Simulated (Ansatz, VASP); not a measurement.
Two plane-wave programs on AlRu

File POSCAR:

```
AlRu
1.0
    3.0502737196      0.0000000000      0.0000000000
    0.0000000000      3.0502737196      0.0000000000
    0.0000000000      0.0000000000      3.0502737196
Ru Al
1 1
Direct
    0.5000000000      0.5000000000      0.5000000000
    0.0000000000      0.0000000000      0.0000000000
```

INCAR.step1

```
SYSTEM = AlRu
  PREC = Accurate
  ENCUT = 520
  ISMEAR = -1
  SIGMA = 0.05
  LREAL = .False.
  LASPH = .True.
  NELM = 60
  NBANDS = 16
  GGA = PE
  ALGO = Normal
  EDIFF = 1E-4
  LWAVE = .True.
  LCHARG = .False.
```

INCAR.step2

```
SYSTEM = AlRu
  PREC = Accurate
  ENCUT = 520
  EDIFF = 1E-6
  ISMEAR = -1
  SIGMA = 0.05
  LREAL = .False.
  LASPH = .True.
  NELM = 60
  ALGO = Normal
  ISIF = 2
  LWAVE = .False.
  LCHARG = .False.
  METAGGA = R2SCAN
  LMIXTAU = .True.
  NBANDS = 16
  ISTART = 1
```

The input KPOINTS:

```
Automatic mesh
0
Gamma
  9 9 9
  0 0 0
```

The input input.yaml:

```yaml
crystal:
  lattice:
    - [3.0502737196, 0.0, 0.0]
    - [0.0, 3.0502737196, 0.0]
    - [0.0, 0.0, 3.0502737196]
  atoms:
    - { symbol: Ru, position: [0.5, 0.5, 0.5] }
    - { symbol: Al, position: [0.0, 0.0, 0.0] }
hamiltonian:
  xc: r2scan
  pseudopotentials: { kind: paw }
kpoints:
  mp_grid: { grid: [9, 9, 9] }
scf:
  occupations: { method: fermi_dirac, width: 0.05 }
output:
  forces: true
  stress: true
  eigenvalues: true
```

Alike in both runs: task single point; functional r2SCAN; k mesh 9 × 9 × 9; occupations fermi-dirac, width 0.05 eV; no spin polarisation.

```csv
,VASP,Ansatz
version,VASP 6.6.1,Ansatz 0.2.0
potentials or method,"VASP PAW PBE potentials, release 64 (Ru_pv, Al)",Ansatz PAW
plane-wave cutoff (eV),520,500
valence electrons in the cell,17,19
```

|  | VASP | Ansatz | Ansatz less VASP |
| --- | --- | --- | --- |
| gap on the k mesh at the Fermi level (eV) | none | none | - |
| pressure (GPa) | -12.9 | -12.9 | -0.03 |

A gap of «none» marks a metal or a gap that the smearing closes. The functional is the same, so the differences come from potentials, cutoffs and numerics. The two sets of potentials don't hold the same shells in valence.

Caveats: the PAW data sets were made with another functional, which shifts forces and pressure a little (VASP); the PAW data sets come from PBE, with cores solved anew for the run's functional, which leaves a small shift of forces and pressure (Ansatz).
